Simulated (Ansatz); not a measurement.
Zn, fcc type; equations of state without spin from Ansatz PAW hard set, 700 eV.

PBE (k-mesh 24³, smearing 0.061 eV) gives V₀ = 15.168 Å³/atom and B₀ = 69 GPa.

What does r²SCAN give (700 eV, k-mesh 15³, smearing 0.1 eV)?

V₀ = 14.305 Å³/atom (-5.7 %) and B₀ = 87 GPa (+26 %).

This cubic structure is a model: it isn't the usual form of the substance at ambient conditions, and such phases are metastable or hypothetical. Potentials made with PBE were used with another functional (at least in: Ansatz PAW hard set, 700 eV (r²SCAN)).
